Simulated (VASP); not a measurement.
# Pt (Fm-3m) in VASP: notebook, part 2 of 2

VASP 6.6.1.

**5. Relaxation of cell and atoms, PBEsol**

This run uses another cell than the first one, of 15.01 Å³/atom, 0.995 times its volume.

Input file INCAR:

```
PREC     = Accurate       # precision mode
ENCUT    = 600            # plane-wave cutoff, eV
EDIFF    = 1E-7           # SCF threshold, eV
ISMEAR   = 1              # smearing method
SIGMA    = 0.1            # smearing width, eV
LREAL    = F              # projectors in reciprocal space
LASPH    = T              # aspherical terms in the spheres
NELM     = 80             # most SCF steps
ALGO     = Normal         # electronic algorithm
ISIF     = 3              # what is computed and relaxed
LWAVE    = F              # write WAVECAR
LCHARG   = F              # write CHGCAR
GGA      = PS             # functional
IBRION   = 2              # ionic algorithm
NSW      = 90             # ionic steps
EDIFFG   = -0.005         # ionic threshold
KPAR     = 2
```

Input file KPOINTS:

```
regular mesh
0
Gamma
  16 16 16
```

Input file POSCAR:

```
Pt                                      
1.0
   -0.0000000000      1.9579378808      1.9579378808
    1.9579378808      0.0000000000      1.9579378808
    1.9579378808      1.9579378808      0.0000000000
  Pt            
     1
Direct
     0.0000000000000000    0.0000000000000000    0.0000000000000000
```

Potentials or basis: VASP PAW PBE potentials, release 64 (Pt).

Run with:

```console
> cat potpaw_PBE.64/Pt/POTCAR > POTCAR
> mpirun -np 2 vasp_std > vasp.out
```

OUTCAR:

```text
PREC = Accurate
   ENCUT = 600
   EDIFF = 1E-7
   ISMEAR = 1
   LREAL = F
   LASPH = T
   NELM = 80
   ISIF = 3
   GGA = PS
   IBRION = 2
   NSW = 90
   EDIFFG = -0.005

 ion  position               nearest neighbor table
   1  0.000  0.000  0.000-

  LATTYP: Found a face centered cubic cell.
 ALAT       =     3.9158757616

  Lattice vectors:

 A1 = (   0.0000000000,   1.9579378808,   1.9579378808)
 A2 = (   1.9579378808,   0.0000000000,   1.9579378808)
 A3 = (   1.9579378808,   1.9579378808,   0.0000000000)

Analysis of symmetry for initial positions (statically):
=====================================================================
 Subroutine PRICEL returns:
 Original cell was already a primitive cell.

 Routine SETGRP: Setting up the symmetry group for a
 face centered cubic supercell.

 Subroutine GETGRP returns: Found 48 space group operations
 (whereof 48 operations were pure point group operations)
 out of a pool of 48 trial point group operations.

The static configuration has the point symmetry O_h .

Analysis of symmetry for dynamics (positions and initial velocities):
=====================================================================
 Subroutine PRICEL returns:
 Original cell was already a primitive cell.

 Routine SETGRP: Setting up the symmetry group for a
 face centered cubic supercell.

 Subroutine GETGRP returns: Found 48 space group operations
 (whereof 48 operations were pure point group operations)
 out of a pool of 48 trial point group operations.

The dynamic configuration has the point symmetry O_h .

 Subroutine INISYM returns: Found 48 space group operations
 (whereof 48 operations are pure point group operations),
 and found     1 'primitive' translations

----------------------------------------------------------------------------------------

                                     Primitive cell

  volume of cell :      15.0116

  direct lattice vectors                    reciprocal lattice vectors
     0.000000000  1.957937881  1.957937881    -0.255370717  0.255370717  0.255370717
     1.957937881  0.000000000  1.957937881     0.255370717 -0.255370717  0.255370717
     1.957937881  1.957937881  0.000000000     0.255370717  0.255370717 -0.255370717

  length of vectors
     2.768942305  2.768942305  2.768942305     0.442315056  0.442315056  0.442315056

  position of ions in fractional coordinates (direct lattice)
     0.000000000  0.000000000  0.000000000

  ion indices of the primitive-cell ions
   primitive index   ion index
                 1           1

----------------------------------------------------------------------------------------

 KPOINTS: regular mesh

Automatic generation of k-mesh.
 Grid dimensions read from file:
 generate k-points for:   16   16   16

 Generating k-lattice:

  Cartesian coordinates                     Fractional coordinates (reciprocal lattice)
    -0.015960670  0.015960670  0.015960670     0.062500000  0.000000000  0.000000000
     0.015960670 -0.015960670  0.015960670     0.000000000  0.062500000  0.000000000
     0.015960670  0.015960670 -0.015960670     0.000000000  0.000000000  0.062500000

  Length of vectors
     0.027644691  0.027644691  0.027644691

  Shift w.r.t. Gamma in fractional coordinates (k-lattice)
     0.000000000  0.000000000  0.000000000

 Subroutine IBZKPT returns following result:
 ===========================================

 Found    145 irreducible k-points:

 Following reciprocal coordinates:
            Coordinates               Weight
  0.000000  0.000000  0.000000      1.000000
  0.062500  0.000000  0.000000      8.000000
  0.125000  0.000000  0.000000      8.000000
  0.187500  0.000000  0.000000      8.000000
  0.250000  0.000000  0.000000      8.000000
  0.312500  0.000000  0.000000      8.000000
[... 16 lines left out ...]
 -0.125000  0.062500  0.000000     24.000000
 -0.062500  0.062500  0.000000     12.000000
 [... further k-points ...]
   k-points           NKPTS =    145   k-points in BZ     NKDIM =    145   number of bands    NBANDS=      9
   number of dos      NEDOS =    301   number of ions     NIONS =      1
   total plane-waves  NPLWV =  13824
   dimension x,y,z NGX =    24 NGY =   24 NGZ =   24
   dimension x,y,z NGXF=    48 NGYF=   48 NGZF=   48
   ions per type =               1
   NGX,Y,Z   is equivalent  to a cutoff of  14.41, 14.41, 14.41 a.u.
   NGXF,Y,Z  is equivalent  to a cutoff of  28.82, 28.82, 28.82 a.u.
 SYSTEM =  unknown system
   PREC   = accura    normal or accurate (medium, high low for compatibility)
   ISTART =      0    job   : 0-new  1-cont  2-samecut
   ICHARG =      2    charge: 1-file 2-atom 10-const
   ISPIN  =      1    spin polarized calculation?
   LNONCOLLINEAR =      F non collinear calculations
   LSORBIT =      F    spin-orbit coupling
   LASPH  =      T    aspherical Exc in radial PAW
   ENCUT  =  600.0 eV  44.10 Ry    6.64 a.u.   5.53  5.53  5.53*2*pi/ulx,y,z
   NELM   =     80;   NELMIN=  2; NELMDL= -5     # of ELM steps
   EDIFF  = 0.1E-06   stopping-criterion for ELM
   LREAL  =      F    real-space projection
   EDIFFG = -.5E-02   stopping-criterion for IOM
   NSW    =     90    number of steps for IOM
   IBRION =      2    ionic relax: 0-MD 1-quasi-New 2-CG
   NFREE  =      1    steps in history (QN), initial steepest desc. (CG)
   ISIF   =      3    stress and relaxation
   ISYM   =      2    0-nonsym 1-usesym 2-fastsym
   POTIM  = 0.5000    time-step for ionic-motion
   TEBEG  =    0.0;   TEEND  =   0.0 temperature during run
   PSTRESS=    0.0 pullay stress
   NELECT =      10.0000    total number of electrons
   NUPDOWN=      -1.0000    fix difference up-down
   EMIN   =  10.00;   EMAX   =-10.00  energy-range for DOS
   EFERMI =   0.00;   METHOD = LEGACY
   ISMEAR =     1;   SIGMA  =   0.10  broadening in eV -4-tet -1-fermi 0-gaus
   EFERMI_NEDOS =   21; number of points for ismear=-14 and -15
   IALGO  =     38    algorithm
   IMIX   =      4    mixing-type and parameters
     AMIX     =   0.40;   BMIX     =  1.00
     AMIX_MAG =   1.60;   BMIX_MAG =  1.00
  volume/ion in A,a.u.               =      15.01       101.30
  Fermi-wavevector in a.u.,A,eV,Ry     =   1.429769  2.701872 27.813572  2.044240
  Thomas-Fermi vector in A             =   2.549687
   LORBIT       =      0    0 simple, 1 ext, 2 COOP (PROOUT), +10 PAW based schemes
   GGA     = PS    functional components
   LHFCALC =     F    Hartree Fock is set to
   AEXX    =    0.0000 exact exchange contribution
   IVDW    =     0    specifies the selected vdW correction
   LEPSILON=     F    determine dielectric tensor
   LRPA    =     F    only Hartree local field effects (RPA)
 conjugate gradient relaxation of ions
 non-spin polarized calculation
 Methfessel and Paxton  Order N= 1 SIGMA  =   0.10
  energy-cutoff  :      600.00
  volume of cell :       15.01
 maximum number of plane-waves:       531
 NGX is ok and might be reduce to    24
   NGX = 11   NGY = 11   NGZ = 11

 number of electron      10.0000000 magnetization

 number of electron       9.9999999 magnetization

 Free energy of the ion-electron system (eV)
  ---------------------------------------------------
  ext. energy  EPLUGINS =         0.00000000
  ---------------------------------------------------
  free energy    TOTEN  =        -6.96191328 eV

  energy without entropy =       -6.96112556  energy(sigma->0) =       -6.96165071

 E-fermi :  11.1593     XC(G=0): -13.6561

 val. band max:       11.1532724657   @ k =  -0.4375   0.1250   0.0625
 cond. band min:      11.1843464204   @ k =  -0.4375   0.3125   0.0000
 fundamental gap:      0.0310739547
 Fermi energy:        11.1593062501

 k-point     1 :       0.0000    0.0000    0.0000
  band No.  band energies     occupation
      1       0.8374      2.00000
      2       7.3468      2.00000
      3       7.3468      2.00000
      4       7.3468      2.00000
      5       9.5426      2.00000
      6       9.5426      2.00000
      7      25.7968      0.00000
      8      30.7815      0.00000
      9      30.7815      0.00000

 k-point     2 :       0.0625    0.0000    0.0000
  band No.  band energies     occupation
      1       0.9954      2.00000
      2       7.2753      2.00000
      3       7.4100      2.00000
      4       7.4100      2.00000
      5       9.5068      2.00000
      6       9.5068      2.00000
      7      26.0444      0.00000
      8      29.9535      0.00000
      9      31.0255      0.00000
[... 253 lines left out ...]
 k-point    24 :      -0.0625    0.0625    0.0000
  band No.  band energies     occupation
      1       1.2537      2.00000
      2       7.1434      2.00000
      3       7.4980      2.00000
      4       7.5425      2.00000
      5       9.3467      2.00000
      6       9.5691      2.00000
      7      26.4344      0.00000
      8      29.1722      0.00000
      9      30.8540      0.00000

 [... further k-points ...]
[... 5 lines left out ...]
  --------------------------------------------------------------------------------------
  -------------------------------------------------------------------------------------
  Total        0.0001525      0.0001525      0.0001525      0.0000000      0.0000000      0.0000000
  in kB        0.0162744      0.0162744      0.0162744      0.0000000      0.0000000      0.0000000
  external PRESSURE =       0.0162744 kB  Pullay stress =       0.0000000 kB

 VOLUME and BASIS-vectors are now :
 -----------------------------------------------------------------------------
  energy-cutoff  :      600.00
  volume of cell :       15.01
      direct lattice vectors                 reciprocal lattice vectors
     0.000000000  1.957937881  1.957937881    -0.255370717  0.255370717  0.255370717
     1.957937881  0.000000000  1.957937881     0.255370717 -0.255370717  0.255370717
     1.957937881  1.957937881  0.000000000     0.255370717  0.255370717 -0.255370717

 POSITION                                       TOTAL-FORCE (eV/Angst)
 -----------------------------------------------------------------------------------
      0.00000      0.00000      0.00000         0.000000     -0.000000      0.000000
 -----------------------------------------------------------------------------------
    total drift:                               -0.000000      0.000000     -0.000000

  FREE ENERGIE OF THE ION-ELECTRON SYSTEM (eV)
  ---------------------------------------------------
  free  energy   TOTEN  =        -6.9619132808 eV

  energy  without entropy=       -6.9611255604  energy(sigma->0) =       -6.96165071

 reached required accuracy - stopping structural energy minimisation
```

It took 6.1 s on 2 MPI ranks of Intel Xeon 6975P-C (Granite Rapids), shared host; peak memory 0.14 GiB.

Results:

```
Free energy             : -6.9619 eV
Pressure after relaxing : 0.0 GPa
Band gap on the k mesh  : none (metal or under the smearing width)
```

Final structure:
```yaml
crystal:
  lattice:
    - [0.00000, 1.95794, 1.95794]
    - [1.95794, 0.00000, 1.95794]
    - [1.95794, 1.95794, 0.00000]
  atoms:
    - { symbol: Pt, position: [0.00000, 0.00000, 0.00000] }
```

Caveat: the relaxation stopped at its first step, so nothing moved; the PAW data sets were made with another functional, which shifts forces and pressure a little.
